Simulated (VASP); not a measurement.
# W (Im-3m) in VASP: notebook, part 2 of 2

VASP 6.6.1.

**3. Electrostatic potential, PBE+D3(BJ)**

This run uses another cell than the first one, of 15.80 Å³/atom, 1.011 times its volume.

File INCAR:

```
SYSTEM = W
ALGO = Normal ; EDIFF = 1E-6
ENCUT = 520 ; GGA = PE
ISIF = 2 ; ISMEAR = 1
IVDW = 12 ; LASPH = .True.
LCHARG = .True. ; LREAL = .False.
LVHAR = .True. ; LWAVE = .False.
NELM = 60 ; PREC = Accurate
SIGMA = 0.1
```

File KPOINTS:

```
k-points
0
Gamma
  18 18 18
  0 0 0
```

File POSCAR:

```
W                                       
1.0
   -1.5807818321      1.5807818321      1.5807818321
    1.5807818321     -1.5807818321      1.5807818321
    1.5807818321      1.5807818321     -1.5807818321
  W             
     1
Direct
     0.0000000000000000    0.0000000000000000    0.0000000000000000
```

Potentials or basis: VASP PAW PBE potentials, release 64 (W_sv).

Launch:

```bash
$ cat potpaw_PBE.64/W_sv/POTCAR > POTCAR
$ mpirun -np 1 vasp_std > vasp.out
```

OUTCAR:

```text
SYSTEM = W
   EDIFF = 1E-6
   ENCUT = 520
   GGA = PE
   ISIF = 2
   ISMEAR = 1
   IVDW = 12
   LASPH = .True.
   LREAL = .False.
   NELM = 60
   PREC = Accurate
 IVDW          = 12

 ion  position               nearest neighbor table
   1  0.000  0.000  0.000-

  LATTYP: Found a body centered cubic cell.
 ALAT       =     3.1615636642

  Lattice vectors:

 A1 = (  -1.5807818321,   1.5807818321,   1.5807818321)
 A2 = (   1.5807818321,  -1.5807818321,   1.5807818321)
 A3 = (   1.5807818321,   1.5807818321,  -1.5807818321)

Analysis of symmetry for initial positions (statically):
=====================================================================
 Subroutine PRICEL returns:
 Original cell was already a primitive cell.

 Routine SETGRP: Setting up the symmetry group for a
 body centered cubic supercell.

 Subroutine GETGRP returns: Found 48 space group operations
 (whereof 48 operations were pure point group operations)
 out of a pool of 48 trial point group operations.

The static configuration has the point symmetry O_h .

[... 165 lines left out ...]

 k-point     1 :       0.0000    0.0000    0.0000
  band No.  band energies     occupation
      1     -62.6844      2.00000
      2     -26.2419      2.00000
      3     -26.2419      2.00000
      4     -26.2419      2.00000
      5       1.8351      2.00000
      6      10.2582      2.00000
      7      10.2582      2.00000
      8      10.2582      2.00000
      9      13.7616      0.00000
     10      13.7616      0.00000
     11      26.0144      0.00000
[... 309 lines left out ...]
 k-point    24 :       0.3889    0.1111    0.0000
  band No.  band energies     occupation
      1     -62.5482      2.00000
      2     -27.4633      2.00000
      3     -26.7003      2.00000
      4     -26.3069      2.00000
      5       5.6355      2.00000
      6       8.0621      2.00000
      7      10.9053      2.00000
      8      13.5325      0.00000
      9      14.8707      0.00000
     10      17.9510      0.00000
     11      22.4635      0.00000

 [... further k-points ...]

------------------------ aborting loop because EDIFF is reached ----------------------------------------

 Edisp (eV)   -0.69761

 E8    (eV) :    -0.3577

  FORCE on cell =-STRESS in cart. coord.  units (eV):
  Direction    XX          YY          ZZ          XY          YZ          ZX
  --------------------------------------------------------------------------------------
  -------------------------------------------------------------------------------------
  Total      -0.01176    -0.01176    -0.01176     0.00000     0.00000    -0.00000
  in kB      -1.19256    -1.19256    -1.19256     0.00000     0.00000    -0.00000
  external pressure =       -1.19 kB  Pullay stress =        0.00 kB

 VOLUME and BASIS-vectors are now :
 -----------------------------------------------------------------------------
  energy-cutoff  :      520.00
  volume of cell :       15.80
      direct lattice vectors                 reciprocal lattice vectors
    -1.580781832  1.580781832  1.580781832     0.000000000  0.316299182  0.316299182
     1.580781832 -1.580781832  1.580781832     0.316299182  0.000000000  0.316299182
     1.580781832  1.580781832 -1.580781832     0.316299182  0.316299182  0.000000000

 POSITION                                       TOTAL-FORCE (eV/Angst)
 -----------------------------------------------------------------------------------
      0.00000      0.00000      0.00000         0.000000     -0.000000     -0.000000
 -----------------------------------------------------------------------------------
    total drift:                                0.000000      0.000000      0.000000

  FREE ENERGIE OF THE ION-ELECTRON SYSTEM (eV)
  ---------------------------------------------------
  free  energy   TOTEN  =       -13.6389610911 eV

  energy  without entropy=      -13.6385335637  energy(sigma->0) =      -13.63881858
```

OSZICAR:

```text
N       E                     dE             d eps       ncg     rms          rms(c)
DAV:   1     0.781130492562E+02    0.78113E+02   -0.77769E+03  4330   0.144E+03
DAV:   2    -0.119178936992E+02   -0.90031E+02   -0.86853E+02  4629   0.337E+02
DAV:   3    -0.135460854768E+02   -0.16282E+01   -0.16136E+01  4899   0.443E+01
DAV:   4    -0.135551621746E+02   -0.90767E-02   -0.90757E-02  4668   0.359E+00
DAV:   5    -0.135552342559E+02   -0.72081E-04   -0.72081E-04  4825   0.326E-01    0.211E+01
DAV:   6    -0.130704212501E+02    0.48481E+00   -0.56365E-01  4569   0.101E+01    0.847E+00
DAV:   7    -0.129453744896E+02    0.12505E+00   -0.30051E-01  4734   0.690E+00    0.610E-01
DAV:   8    -0.129413534505E+02    0.40210E-02   -0.37864E-03  4428   0.937E-01    0.677E-02
DAV:   9    -0.129413535843E+02   -0.13384E-06   -0.96271E-05  4905   0.131E-01    0.494E-02
DAV:  10    -0.129413479106E+02    0.56737E-05   -0.17748E-05  4659   0.615E-02    0.538E-03
DAV:  11    -0.129413483290E+02   -0.41842E-06   -0.17715E-07  2625   0.594E-03
   1 F= -.13638961E+02 E0= -.13638819E+02  d E =-.427527E-03
```

stdout:

```text
POSCAR found type information on POSCAR W
 POSCAR found :  1 types and       1 ions
 scaLAPACK will be used
 LDA part: xc-table for (Slater+PW92), standard interpolation
 POSCAR, INCAR and KPOINTS ok, starting setup
 FFT: planning ... GRIDC
 FFT: planning ... GRID_SOFT
 FFT: planning ... GRID
 WAVECAR not read
 entering main loop
```

It took 10 s on 1 thread of Intel Xeon Platinum 8559C (Emerald Rapids), shared host; peak memory 0.16 GiB.

Results:

- Free energy: -13.6390 eV
- Pressure: -0.1 GPa
- Band gap on the k mesh: none (metal or under the smearing width)
- Dispersion energy per atom: -0.698 eV

Caveat: pairwise dispersion overbinds metals, which lowers pressure and volume. Spin-orbit coupling is left out, which matters for the levels of W.
